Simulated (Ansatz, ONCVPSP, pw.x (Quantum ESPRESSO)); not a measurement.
**pw.x on bcc Ru: one setting changed**

Potential: optimised norm-conserving Vanderbilt (ONCV), ONCVPSP 4.0.1.1 (patched build), PBEsol; core [Ar] 3d10, reference 4s2 4p6 4d7 5s1; waves: 4s+5s: rc 1.60 bohr, ncon 5, nbas 9, qcut 8.8 1/bohr, 2 projectors; 4p: rc 1.85 bohr, ncon 4, nbas 9, qcut 6.6 1/bohr, 2 projectors, debl 1.5 Ha; 4d: rc 1.60 bohr, ncon 5, nbas 9, qcut 10.1 1/bohr, local; local part: the d channel; core correction: none. In the p channel the program set the typed energies aside and used -1.704, 0.250 Ha.

The reference run (k-mesh 15³, cutoffs 80/320 Ry, Fermi–Dirac 0.01 Ry, mixing_beta 0.4, conv_thr 1e-9, no spin) gives 1.28 GPa at 13.768 Å³/atom, where all-electron LAPW gives 0.38 GPa. This run, with its own iteration cap, changes smearing to mp.

```
&control
  calculation='scf', prefix='x', pseudo_dir='./', outdir='./tmp', tstress=.true., disk_io='none'
/
&system
  ibrav=0, nat=1, ntyp=1, ecutwfc=80, ecutrho=320, nbnd=16,
  occupations='smearing', smearing='mp', degauss=0.01
/
&electrons
  conv_thr=1e-09, mixing_beta=0.4, electron_maxstep=70
/
ATOMIC_SPECIES
Ru 1.0 Ru.UPF
CELL_PARAMETERS angstrom
  -1.50986096 1.50986096 1.50986096
  1.50986096 -1.50986096 1.50986096
  1.50986096 1.50986096 -1.50986096
ATOMIC_POSITIONS crystal
Ru 0.0000 0.0000 0.0000
K_POINTS automatic
15 15 15 0 0 0
```

```bash
pw.x < Ru.scf.in > Ru.scf.out
```

Task: How does the run end?

Result: It converges in 8 iterations; the free energy moves by +56.5 meV/atom and the pressure by -1.08 GPa. This scheme is built to cancel the term in the square of the width that Fermi–Dirac smearing leaves in the F of a metal.

```
Message from routine setup:
     using ibrav=0 with symmetry is DISCOURAGED, use correct ibrav instead
     lattice parameter (alat)  =       4.9419  a.u.
     unit-cell volume          =      92.9111 (a.u.)^3
     number of electrons       =        16.00
     number of Kohn-Sham states=           16
     kinetic-energy cutoff     =      80.0000  Ry
     charge density cutoff     =     320.0000  Ry
     scf convergence threshold =      1.0E-09
     Exchange-correlation= PBESOL
     number of k points=   120  Methfessel-Paxton smearing, width (Ry)=  0.0100
     iteration #  1     ecut=    80.00 Ry     beta= 0.40
     total energy              =    -190.43961798 Ry
     estimated scf accuracy    <       0.13209162 Ry
     iteration #  2     ecut=    80.00 Ry     beta= 0.40
     total energy              =    -190.45815915 Ry
     estimated scf accuracy    <       0.00405135 Ry
     iteration #  3     ecut=    80.00 Ry     beta= 0.40
     total energy              =    -190.45826120 Ry
     estimated scf accuracy    <       0.00083555 Ry
     iteration #  4     ecut=    80.00 Ry     beta= 0.40
     total energy              =    -190.45830678 Ry
     estimated scf accuracy    <       0.00002550 Ry
     iteration #  5     ecut=    80.00 Ry     beta= 0.40
     total energy              =    -190.45830827 Ry
     estimated scf accuracy    <       0.00000217 Ry
     iteration #  6     ecut=    80.00 Ry     beta= 0.40
     total energy              =    -190.45830871 Ry
     estimated scf accuracy    <       0.00000020 Ry
     iteration #  7     ecut=    80.00 Ry     beta= 0.40
     total energy              =    -190.45830873 Ry
     estimated scf accuracy    <          4.7E-09 Ry
     iteration #  8     ecut=    80.00 Ry     beta= 0.40
     the Fermi energy is    23.2311 ev
!    total energy              =    -190.45830873 Ry
     estimated scf accuracy    <          5.0E-11 Ry
     smearing contrib. (-TS)   =      -0.00004584 Ry
     The total energy is F=E-TS. E is the sum of the following terms:
     one-electron contribution =     -36.32476187 Ry
     hartree contribution      =      29.17946537 Ry
     xc contribution           =     -20.05136113 Ry
     ewald contribution        =    -163.26160526 Ry
     convergence has been achieved in   8 iterations
          total   stress  (Ry/bohr**3)                   (kbar)     P=        1.98
     Message from routine punch:
     Nothing written, as per user request (disk_io='none')
```

The run took about 25 s on one core of a shared host (Neoverse-V1, 32 threads, 126 GiB, load 14).
